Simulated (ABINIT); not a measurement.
Set up this calculation in ABINIT 10.8.3 (patched build), as the native input.

```
Task                                            : band structure
Functional                                      : RPBE
Potentials or basis                             : JTH PAW PBE v2.0
Cutoff                                          : 544 eV
k mesh                                          : 7 × 7 × 4
Occupations                                     : fermi-dirac, width 0.05 eV
Spin                                            : no spin polarisation
Fine-grid cutoff                                : 1088.46 eV
Exchange and correlation inside the PAW spheres : full angular mesh (pawxcdev 0, this build's default; the released program takes 1)
```

The system is CdS (Greenockite).

```
Cd S
1.0
     4.15000    0.00000    0.00000
    -2.07500    3.59401    0.00000
     0.00000    0.00000    6.73700
Cd S
2 2
Direct
  0.66667 0.33333 0.50000
  0.33333 0.66667 0.00000
  0.66667 0.33333 0.87500
  0.33333 0.66667 0.37500
```

The input as run:

run.abi

```
ndtset 2

pp_dirpath "./"
pseudos "Cd.GGA_PBE-JTH.xml, S.GGA_PBE-JTH.xml"

acell 4.15 4.15 6.737 Angstrom
rprim
     1.0000000000     0.0000000000     0.0000000000
    -0.5000000000     0.8660254038     0.0000000000
     0.0000000000     0.0000000000     1.0000000000
ntypat 2
znucl 48 16
natom 4
typat 1 1 2 2
xcart
     2.0750000002     1.1980018084     3.3685000000
    -0.0000000002     2.3960036173     0.0000000000
     2.0750000002     1.1980018084     5.8948750000
    -0.0000000002     2.3960036173     2.5263750000 Angstrom

ecut 20.0
pawecutdg 40.0

ixc 15

occopt 3
tsmear 0.00183747

nstep 100

iomode 3
prtwf 0
prteig 0
prtebands 0
prtden1 1

kptopt1 1
ngkpt1 7 7 4
nshiftk1 1
shiftk1 0.0 0.0 0.0
nband1 22
tolvrs1 1.0e-9

iscf2 -2
getden2 1
nband2 26
nbdbuf2 2
tolwfr2 1.0e-12
kptopt2 -7
ndivsm2 6
prteig2 1
prtvol2 -3
kptbounds2
     0.0000000000     0.0000000000     0.0000000000
     0.5000000000     0.0000000000     0.0000000000
     0.3333333333     0.3333333333     0.0000000000
     0.0000000000     0.0000000000     0.0000000000
     0.0000000000     0.0000000000     0.5000000000
     0.5000000000     0.0000000000     0.5000000000
     0.3333333333     0.3333333333     0.5000000000
     0.0000000000     0.0000000000     0.5000000000
```

Potentials or basis: JTH PAW PBE v2.0.

Run with:

```bash
$ abinit run.abi > log 2>&1
```

It gave:

| Item | Value |
| --- | --- |
| Largest force | 0.071 eV/Å |
| Band gap on the k mesh | 1.36 eV, direct |
| Valence electrons inside the program's atomic spheres | Cd 10.46; S 3.58, 3.59 |

Caveat: the PAW data sets were made with another functional, which shifts forces and pressure a little.

It took 3.9 min on 1 thread of Arm Neoverse V2 (shared host), peak memory 0.2 GiB.
